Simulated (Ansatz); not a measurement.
# BN, space group R3m: a comparison of functionals at one structure

Program: Ansatz 0.2.0 through its Python package.

The cells in order, each with its output:

In [1]:
```python
import warnings

import ansatz as az
```

In [2]:
```python
warnings.simplefilter("ignore", az.DeckWarning)
```

In [3]:
```python
lattice = az.Lattice.of(
    (1.251122, 0.722335, 3.372934),
    (-1.251122, 0.722335, 3.372934),
    (0.0, -1.444671, 3.372934),
)
sites = [
    ("B", (0.999671, 0.999671, 0.999671)),
    ("N", (0.332762, 0.332762, 0.332762)),
]
cell = az.Crystal(lattice=lattice)
for symbol, position in sites:
    cell = cell.atom(symbol, position)
```

In [4]:
```python
cell.resolved().tree()["lattice"]
```
Out [4]:
```text
((1.251122, 0.722335, 3.372934), (-1.251122, 0.722335, 3.372934), (0.0, -1.444671, 3.372934))
```

In [5]:
```python
job = (
    cell.calculation()
    .basis(510)
    .occupations(az.OccupationsMethod.FIXED)
    .kpoints(10, 10, 10)
    .band_table()
)
```

In [6]:
```python
rows = []
for value in ["pbesol", "lda", "blyp"]:
    summary = job.functional(value).run().report
    rows.append((value, summary["free_energy_ev"] / len(summary["lattice"]["sites"]), summary["n_iterations"], summary["gap_by_band_count_ev"], summary["n_kpoints"]))
```

In [7]:
```python
print("  functional   F/atom (eV)    iterations  gap by band count (eV)      k-points")
for row in rows:
    print(f"{str(row[0]):>12s}  {row[1]:12.5f}  {row[2]:12d}  {row[3]:22.3f}  {row[4]:12d}")
```
```text
  functional   F/atom (eV)    iterations  gap by band count (eV)      k-points
      pbesol    -266.89225             6                   4.152           116
         lda    -263.17467             6                   4.068           116
        blyp    -272.21089             6                   4.319           116
```

Notes:
- Semilocal gaps usually lie well under measured ones.
- This cell is a computed structure, which may not be the phase found in nature.
- Levels are Kohn-Sham eigenvalues on this mesh.
- Total energies of different functionals can't be compared; pressures, moments and gaps at this one structure can.
- Finished in 6.1 s on 1 thread of Intel(R) Xeon(R) Processor @ 2.30GHz, on a shared host, peak memory 0.46 GiB.
